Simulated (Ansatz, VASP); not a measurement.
**Cu: VASP beside Ansatz**

The input INCAR:

```
SYSTEM = Cu
ALGO = Normal
EDIFF = 1E-7
ENCUT = 520
GGA = PE
ISIF = 2
ISMEAR = -1
LASPH = .True.
LCHARG = .False.
LREAL = .False.
LWAVE = .False.
NBANDS = 12
NELM = 80
PREC = Accurate
SIGMA = 0.05
```

KPOINTS

```
k-points
0
Gamma
  13 13 13
  0 0 0
```

POSCAR

```
Cu
1.0
   -1.4133402940      1.4133402940      1.3479902729
    1.4133402940     -1.4133402940      1.3479902729
    1.4133402940      1.4133402940     -1.3479902729
Cu
1
Direct
    0.0000000000      0.0000000000      0.0000000000
```

The input input.yaml:

```yaml
crystal:
  lattice:
    - [-1.413340294, 1.413340294, 1.3479902729]
    - [1.413340294, -1.413340294, 1.3479902729]
    - [1.413340294, 1.413340294, -1.3479902729]
  atoms:
    - { symbol: Cu, position: [0.0, 0.0, 0.0] }
hamiltonian:
  xc: pbe
  pseudopotentials: { kind: paw }
kpoints:
  mp_grid: { grid: [13, 13, 13] }
scf:
  occupations: { method: fermi_dirac, width: 0.05 }
output:
  forces: true
  stress: true
  eigenvalues: true
```

Change from the starting cell: volume scaled by 0.94.

Alike in both runs: task single point; functional PBE; k mesh 13 × 13 × 13; occupations fermi-dirac, width 0.05 eV; no spin polarisation.

```csv
,VASP,Ansatz
version,VASP 6.6.1,Ansatz 0.2.0
potentials or method,"VASP PAW PBE potentials, release 64 (Cu)",Ansatz PAW
plane-wave cutoff (eV),520,420
valence electrons in the cell,11,19
```

```tsv
	VASP	Ansatz	Ansatz less VASP
gap on the k mesh at the Fermi level (eV)	none	none	-
pressure (GPa)	20.4	19.8	-0.56
largest component of the traceless stress (GPa)	0.36	0.42	+0.058
```

A gap of «none» marks a metal or a gap that the smearing closes. The functional is the same, so the differences come from potentials, cutoffs and numerics. The two sets of potentials don't hold the same shells in valence.
